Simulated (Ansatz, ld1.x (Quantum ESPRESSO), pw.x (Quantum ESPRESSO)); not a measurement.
Which Al potential is closest to all-electron in the bcc crystal?

All use PBE, scalar-relativistic, no spin, cutoffs from each file’s atomic test, pw.x 7.5; 14³ k-points, Fermi–Dirac smearing 0.01 Ry. Δ is the rms difference from all-electron LAPW of the E(V) curves that follow from fits to the pressures, over ±6 % in volume. Mesh and smearing are coarse and serve the comparison alone. The files are a selection: those with a ghost or negative overlap were mostly not run, and those with noisy or unconverged pressures or nearly equal Δ are left out.

All-electron: a0 = 3.237 Å (V0 = 16.96 Å³/atom), B0 = 68.4 GPa.

Problem. Rank them by Δ, smallest first.
A. ultrasoft, ld1.x (Quantum ESPRESSO) 7.5, PBE; core [Ne], reference 3s2 3p1; waves: 3s (bound): rcut 1.35, rcutus 1.90 bohr; 3s channel at 0.4 Ry: rcut 1.35, rcutus 1.90 bohr; 3p (bound): rcut 2.25, rcutus 2.60 bohr; 3p channel at 0.75 Ry: rcut 2.25, rcutus 2.60 bohr; local part: all-electron potential smoothed inside 1.55 bohr (lloc = -2); core correction: Bessel-smoothed model core inside 1.90 bohr; augmentation: PSQ, inside the norm-conserving radii.
B. norm-conserving Troullier–Martins (Kleinman–Bylander form), ld1.x (Quantum ESPRESSO) 7.5, PBE; core [Ne], reference 3s1.75 3p1.25; waves: 3s (bound): rc 2.20 bohr; 3p (bound): rc 2.25 bohr; 3d channel at -0.2 Ry: rc 2.10 bohr; local part: the d channel; core correction: Bessel-smoothed model core inside 1.85 bohr.
C. norm-conserving Troullier–Martins (Kleinman–Bylander form), ld1.x (Quantum ESPRESSO) 7.5, PBE; core [Ne], reference 3s2 3p1; waves: 3s (bound): rc 1.95 bohr; 3p (bound): rc 1.85 bohr; 3d channel at -0.2 Ry: rc 2.10 bohr; local part: the d channel; core correction: none.
D. PAW, ld1.x (Quantum ESPRESSO) 7.5, PBE; core [Ne], reference 3s2 3p1; waves: 3s (bound): rcut 1.45, rcutus 1.90 bohr; 3s channel at 0.55 Ry: rcut 1.45, rcutus 1.90 bohr; 3p (bound): rcut 1.40, rcutus 1.90 bohr; 3p channel at 0.3 Ry: rcut 1.40, rcutus 1.90 bohr; 3d channel at 0.15 Ry: rcut 1.80, rcutus 2.15 bohr; local part: all-electron potential smoothed inside 1.55 bohr (lloc = -1); core correction: Bessel-smoothed model core, default radius (core density twice the valence density); augmentation: PSQ, inside the norm-conserving radii.

Solution. D (0.3 meV/atom), C (1.2 meV/atom), B (2.7 meV/atom), A (7.6 meV/atom).
